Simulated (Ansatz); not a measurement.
# Li2O (Fm-3m): equation of state

One table from this session's results is given with a row withheld; the runs are named, their logs left out.

Program: Ansatz 0.2.0. Level of theory: DFT PBE, scalar-relativistic, plane waves, PAW. These are calculated values, not measurements.

1 further run of the same task is left out (it didn't finish). Runs told in other sessions of the task aren't counted.

**Starting point**

The structure is cubic, space group Fm-3m (No. 225). Conventional cell: a = 4.628 Å, b = 4.628 Å, c = 4.628 Å, α = 90.00°, β = 90.00°, γ = 90.00°. Li (site symmetry -43m) is surrounded by 4 O at 2.00 Å. Around O (site symmetry m-3m) lie 8 Li at 2.00 Å.

Structure file:

```xyz
3
Lattice="0.0000 2.3141 2.3141 2.3141 0.0000 2.3141 2.3141 2.3141 0.0000" Properties=species:S:1:pos:R:3 pbc="T T T"
Li    1.1570    1.1570    1.1570
Li    3.4711    3.4711    3.4711
O     0.0000    0.0000    0.0000
```

This cell comes from an earlier session at PBE: 8.261 Å³/atom at -0.10 GPa, on a 12×12×12 mesh.

Volume factors to run: 0.980, 1.020, 0.960, 1.040.

The first run:

Input file input.yaml:

```yaml
crystal:
  lattice:
    - [0.0, 2.2985479212, 2.2985479212]
    - [2.2985479212, 0.0, 2.2985479212]
    - [2.2985479212, 2.2985479212, 0.0]
  atoms:
    - { symbol: Li, position: [0.25, 0.25, 0.25] }
    - { symbol: Li, position: [0.75, 0.75, 0.75] }
    - { symbol: O, position: [0.0, 0.0, 0.0] }
basis:
  ecutwfc: 420
  ecutrho_ratio: 4
kpoints:
  mp_grid: { grid: [12, 12, 12] }
hamiltonian:
  xc: pbe
scf:
  occupations: { method: gaussian, width: 0.05 }
output:
  forces: true
  stress: true
  eigenvalues: true
```

On the command line:

```
> ansatz run input.yaml --threads 2 --pin off --max-ram 2662MiB --backend cpu --events-out ev --progress --plain --runs-dir out
```

Among the steps run: Volume × 0.980; At 1.020 of the relaxed volume; At 0.960 of the relaxed volume; Volume × 1.040.

One table of the session follows, with a row left open; its other results are not shown here.

It belongs to the step «Energy and pressure against volume». 

| volume (Å³/atom) | energy (meV/atom) | pressure (GPa) | gap (eV) |
| --- | --- | --- | --- |
| 7.931 | 3.26 | 3.38 | 5.06 |
| 8.096 | 0.75 | 1.55 | 5.02 |
| 8.261 | 0.00 | -0.10 | 4.98 |
| 8.426 | ? | ? | ? |
| 8.592 | 3.28 | -2.98 | 4.90 |

Estimate the missing values for volume (Å³/atom) = 8.426.

Worked estimate for «energy (meV/atom)». A straight line through the neighbours (8.261, 0.00) and (8.592, 3.28) gives 0.00 + (3.28 − 0.00) × (8.426 − 8.261) / (8.592 − 8.261) = 1.64; a parabola fitted to 3 rows on both sides gives 0.84.

As computed: energy (meV/atom): 0.91; pressure (GPa): -1.61; gap (eV): 4.94. In «energy (meV/atom)» the line misses by +0.73 and the parabola by -0.07.
